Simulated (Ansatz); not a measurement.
Molecular dynamics on a 2×2×2 supercell (16 atoms) of CdS (CsCl type), relaxed with r2SCAN. Forces come from r2SCAN in Ansatz 0.2.0: constant energy and volume (NVE), velocities drawn at 600 K, steps of 1.5 fs. Spin polarisation is off, nuclei are classical, and the run is far too short for thermal averages. The structure comes from a prototype and may be hypothetical.

```yaml
crystal:
  lattice:
    - [6.7738172281, 0.0, 0.0]
    - [0.0, 6.7738172281, 0.0]
    - [0.0, 0.0, 6.7738172281]
  atoms:
    - { symbol: Cd, position: [0.0, 0.0, 0.0] }
    - { symbol: S, position: [0.25, 0.25, 0.25] }
    - { symbol: Cd, position: [0.0, 0.0, 0.5] }
    - { symbol: S, position: [0.25, 0.25, 0.75] }
    - { symbol: Cd, position: [0.0, 0.5, 0.0] }
    - { symbol: S, position: [0.25, 0.75, 0.25] }
    - { symbol: Cd, position: [0.0, 0.5, 0.5] }
    - { symbol: S, position: [0.25, 0.75, 0.75] }
    - { symbol: Cd, position: [0.5, 0.0, 0.0] }
    - { symbol: S, position: [0.75, 0.25, 0.25] }
    - { symbol: Cd, position: [0.5, 0.0, 0.5] }
    - { symbol: S, position: [0.75, 0.25, 0.75] }
    - { symbol: Cd, position: [0.5, 0.5, 0.0] }
    - { symbol: S, position: [0.75, 0.75, 0.25] }
    - { symbol: Cd, position: [0.5, 0.5, 0.5] }
    - { symbol: S, position: [0.75, 0.75, 0.75] }
kpoints:
  mp_grid: { grid: [2, 2, 2] }
hamiltonian:
  xc: r2scan
scf:
  occupations: { method: fermi_dirac, width: 0.052 }
md:
  ensemble: nve
  temperature: 600
  timestep: 1.5
  n_steps: 20
  initial_velocities: maxwell_boltzmann
  seed: 9410
```

Run as `ansatz run input.yaml --threads 4 --pin off --max-ram 3686MiB --backend cpu --events-out ev --progress --plain --runs-dir out`. It took 5.4 min on 4 threads of Intel(R) Xeon(R) Processor @ 2.50GHz (Skylake/Cascade Lake), with other jobs on the host; peak host memory 1.9 GiB.

```csv
step,t (fs),T (K),free energy F from step 0 (meV/atom),kinetic energy (meV/atom),largest force (eV/Å)
0,0,600,0.0,72.7,0.00
1,1.5,602,-0.3,73.0,0.27
2,3,610,-1.2,73.9,0.51
3,4.5,621,-2.6,75.3,0.69
4,6,637,-4.6,77.2,0.83
5,7.5,658,-7.0,79.7,0.93
6,9,682,-10.0,82.7,1.04
7,10.5,712,-13.6,86.3,1.16
8,12,747,-17.8,90.5,1.27
9,13.5,788,-22.8,95.5,1.36
10,15,836,-28.6,101.3,1.45
11,16.5,891,-35.2,107.9,1.51
12,18,953,-42.7,115.4,1.60
13,19.5,1022,-51.1,123.8,1.69
14,21,1098,-60.4,133.1,1.79
15,22.5,1182,-70.5,143.2,1.88
16,24,1273,-81.5,154.2,1.97
17,25.5,1370,-93.4,166.0,2.04
18,27,1474,-105.9,178.6,2.11
19,28.5,1583,-119.2,191.8,2.16
20,30,1696,-132.9,205.6,2.20
```

The temperature goes from 600 K to 1696 K in 30 fs. The free energy ends below that of the starting lattice, which is therefore no minimum: the cell is distorting and heats up. The conserved energy stays within 0.06 meV an atom. By the last step the atoms have moved 0.20 Å in the root mean square, the drift of the whole cell taken out, 0.38 Å at most.

Positions (Å) and forces (eV/Å) at step 20:
```
Cd  -0.041  -0.036  -0.120     0.010   0.190  -0.018
S    1.779   1.760   1.519     0.775   1.428   0.085
Cd   0.098  -0.067   3.422    -0.149   0.083  -0.042
S    1.630   1.581   5.118    -0.274  -2.011  -0.853
Cd  -0.066   3.415   0.051     0.124  -0.166  -0.250
S    1.849   5.191   1.812    -0.182   1.079   0.860
Cd  -0.009   3.307   3.368     0.083  -0.071   0.217
S    1.597   4.785   5.150    -0.759  -0.710   0.662
Cd   3.358   0.055   0.058     0.014  -0.039  -0.191
S    5.266   1.454   1.706     0.547  -1.311   0.362
Cd   3.332   0.051   3.410     0.041   0.275   0.084
S    5.079   1.898   5.043    -0.549   1.805   0.144
Cd   3.388   3.409   0.150    -0.091  -0.190  -0.601
S    5.070   4.889   1.522     0.613  -1.152  -0.502
Cd   3.465   3.460   3.295    -0.055  -0.150   0.427
S    4.904   5.380   4.926    -0.148   0.939  -0.384
```
